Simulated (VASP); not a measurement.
# Rh, relaxation of the cell: which settings are enough?

Rh, Fm-3m (no. 225), 1 atom in the cell. PBEsol, spin-orbit coupling; PAW potentials Rh_pv (PBE set). VASP 6.6.1. The cell is changed on purpose: volume scaled by 1.1.

Wanted: cell volume within 1 %; lattice lengths within 0.4 %; shortest distances from each atom, periodic images included within 0.02 Å.

What the run is for: cell; Accuracy asked: screening.

The series start from Plane-wave cutoff (eV): 370; Smearing width (eV): 0.1; k-point mesh: 13 × 13 × 13; Relaxation passes: 2; Ionic threshold (EDIFFG): -0.005; Electronic threshold (eV): 1e-6; Precision mode (PREC): Accurate; Relaxation algorithm: IBRION=2 POTIM=0.5. Each series keeps the choices made before it, and each single choice may use up half of a tolerance. Times cover all steps of a run.

## Plane-wave cutoff (eV)

| Plane-wave cutoff (eV) | Cell volume (Å³) | Lattice lengths, largest deviation against the largest value | Shortest distances from each atom, periodic images included, largest deviation (Å) | Time (s) |
|---|---|---|---|---|
| 240 | 12.93 | 1.5 % | 0.039 | 72 |
| 280 | 13.49 | 0.073 % | 0.002 | 47 |
| 320 | 13.45 | 0.15 % | 0.004 | 43 |
| 370 | 13.43 | 0.22 % | 0.006 | 87 |
| 430 | 13.49 | 0.051 % | 0.001 | 78 |
| 510 | 13.52 | 0.00075 % | 0.000 | 94 |
| 640 (reference) | 13.51 | 0 % | 0.000 | 94 |

Chosen: 430, the loosest value from which every tighter one stays within half of the tolerance.

## Smearing width (eV)

| Smearing width (eV) | Cell volume (Å³) | Lattice lengths, largest deviation against the largest value | Shortest distances from each atom, periodic images included, largest deviation (Å) | Time (s) |
|---|---|---|---|---|
| 0.4 | 13.49 | 0 % | 0.000 | 69 |
| 0.3 | 13.5 | 0.006 % | 0.000 | 67 |
| 0.2 | 13.5 | 0.0037 % | 0.000 | 70 |
| 0.15 | 13.49 | 0.0015 % | 0.000 | 65 |
| 0.1 | 13.49 | 0.0011 % | 0.000 | 78 |
| 0.05 (reference) | 13.49 | 0 % | 0.000 | 64 |

Chosen: 0.4.

## k-point mesh

| k-point mesh | Cell volume (Å³) | Lattice lengths, largest deviation against the largest value | Shortest distances from each atom, periodic images included, largest deviation (Å) | Time (s) |
|---|---|---|---|---|
| 5 × 5 × 5 | 13.65 | 0.39 % | 0.011 | 23 |
| 7 × 7 × 7 | 13.42 | 0.16 % | 0.004 | 28 |
| 8 × 8 × 8 | 13.54 | 0.12 % | 0.003 | 33 |
| 10 × 10 × 10 | 13.49 | 0.0041 % | 0.000 | 44 |
| 13 × 13 × 13 | 13.49 | 0.0086 % | 0.000 | 69 |
| 16 × 16 × 16 (reference) | 13.49 | 0 % | 0.000 | 114 |

Chosen: 7 × 7 × 7.

## Relaxation passes

| Relaxation passes | Cell volume (Å³) | Lattice lengths, largest deviation against the largest value | Shortest distances from each atom, periodic images included, largest deviation (Å) | Time (s) |
|---|---|---|---|---|
| 1 | 13.45 | 0.054 % | 0.001 | 21 |
| 2 | 13.42 | 0 % | 0.000 | 28 |
| 3 (reference) | 13.42 | 0 % | 0.000 | 34 |

Chosen: 1.

## Ionic threshold (EDIFFG)

| Ionic threshold (EDIFFG) | Cell volume (Å³) | Lattice lengths, largest deviation against the largest value | Shortest distances from each atom, periodic images included, largest deviation (Å) | Time (s) |
|---|---|---|---|---|
| -0.05 | 13.45 | 0.0049 % | 0.000 | 21 |
| -0.02 | 13.45 | 0.0049 % | 0.000 | 21 |
| -0.01 | 13.45 | 0.0049 % | 0.000 | 21 |
| -0.005 | 13.45 | 0.0049 % | 0.000 | 21 |
| -0.002 (reference) | 13.44 | 0 % | 0.000 | 28 |

Chosen: -0.05.

## Electronic threshold (eV)

| Electronic threshold (eV) | Cell volume (Å³) | Lattice lengths, largest deviation against the largest value | Shortest distances from each atom, periodic images included, largest deviation (Å) | Time (s) |
|---|---|---|---|---|
| 0.0001 | 13.44 | 0.0037 % | 0.000 | 18 |
| 1e-5 | 13.44 | 0.0045 % | 0.000 | 19 |
| 1e-6 | 13.45 | 0.0071 % | 0.000 | 21 |
| 1e-7 (reference) | 13.44 | 0 % | 0.000 | 23 |

Chosen: 0.0001.

## Precision mode (PREC)

| Precision mode (PREC) | Cell volume (Å³) | Lattice lengths, largest deviation against the largest value | Shortest distances from each atom, periodic images included, largest deviation (Å) | Time (s) |
|---|---|---|---|---|
| Normal | 13.44 | 0.00075 % | 0.000 | 9.1 |
| Accurate (reference) | 13.44 | 0 % | 0.000 | 18 |

Chosen: Normal.

## Relaxation algorithm

| Relaxation algorithm | Cell volume (Å³) | Lattice lengths, largest deviation against the largest value | Shortest distances from each atom, periodic images included, largest deviation (Å) | Time (s) |
|---|---|---|---|---|
| IBRION=2 POTIM=0.5 | 13.44 | 0 % | 0.000 | 9.1 |
| IBRION=2 POTIM=0.2 | 13.43 | 0.029 % | 0.001 | 7.3 |
| IBRION=1 POTIM=0.5 | 13.42 | 0.052 % | 0.001 | 10 |
| IBRION=1 POTIM=0.2 | 13.44 | 0.00037 % | 0.000 | 7.7 |

Chosen: IBRION=2 POTIM=0.5; no other choice that stays within half of the tolerance saves 30 % of the time.

## All choices together

| Input | Cell volume (Å³) | Lattice lengths, largest deviation against the largest value | Shortest distances from each atom, periodic images included, largest deviation (Å) | Time (s) |
|---|---|---|---|---|
| the program's defaults (naive) | 13.2 | 0.79 % | 0.021 | 7.0 |
| chosen settings | 13.44 | 0.17 % | 0.005 | 9.1 |
| reference settings throughout | 13.51 | 0 % | 0.000 | 192 |

The tolerance is met.

Values of the reference run: Lattice lengths: 2.674, 2.674, 2.674 Å; Shortest distances from each atom, periodic images included: 2.674, 2.674, 2.674, 2.674 Å.

## The input

INCAR.step1:
```
SYSTEM = Rh
GGA = PS
LSORBIT = .True.
MAGMOM = 0 0 0
LORBIT = 11
ISMEAR = 1
SIGMA = 0.4
LWAVE = .False.
LCHARG = .False.
NSW = 80
PREC = Normal
LASPH = .True.
LREAL = .False.
ALGO = Normal
EDIFF = 1E-4
NELM = 200
GGA_COMPAT = .False.
IBRION = 2
ISIF = 3
EDIFFG = -0.05
NELMIN = 4
ENCUT = 430
LMAXMIX = 4
KPAR = 2
POTIM = 0.5
```

INCAR.step2, as INCAR.step1 but for:
```
- NSW = 80
- IBRION = 2
- ISIF = 3
- EDIFFG = -0.05
- NELMIN = 4
- POTIM = 0.5
+ ISIF = 2
```

KPOINTS:
```
Automatic mesh
0
Gamma
  7 7 7
  0 0 0
```

POSCAR.step1:
```
Rh
1.0
    0.0000000000      1.9591128171      1.9591128171
    1.9591128171      0.0000000000      1.9591128171
    1.9591128171      1.9591128171      0.0000000000
Rh
1
Direct
    0.0000000000      0.0000000000      0.0000000000
```

Commands (each step's output is kept before the next begins):
```
cat potpaw_PBE.64/Rh_pv/POTCAR > POTCAR
cp INCAR.step1 INCAR
cp POSCAR.step1 POSCAR
mpirun -np 2 vasp_ncl > vasp.out
cp CONTCAR POSCAR
cp INCAR.step2 INCAR
mpirun -np 2 vasp_ncl > vasp.out
```

The chosen input took VASP 6.6.1 9.1 s on 2 cores (Intel Xeon 6975P-C (Granite Rapids)), a shared host.

## An input that fails: ionic step far too long

VASP's message: Orbital orthonormalization failed in the inversion of matrix LAPACK: Routine ZPOTRF failed! kpoint: 1 spin: 1 Possible solutions for this issue are: - Please check whether the atoms are too close to each other. - Decreasing POTIM might help during relaxations or MDs. - Deleting CHGCAR or WAVECAR if incompatible with the structure. - Try calculating without symmetrizing (ISYM = 0 or ISYM = -1). ….

Changes against the starting input:
```
(all steps)
- NSW = 80
- NELM = 200
- IBRION = 2
- POTIM = 0.5
+ NSW = 30
+ NELM = 99
+ IBRION = 1
+ POTIM = 3.0
```
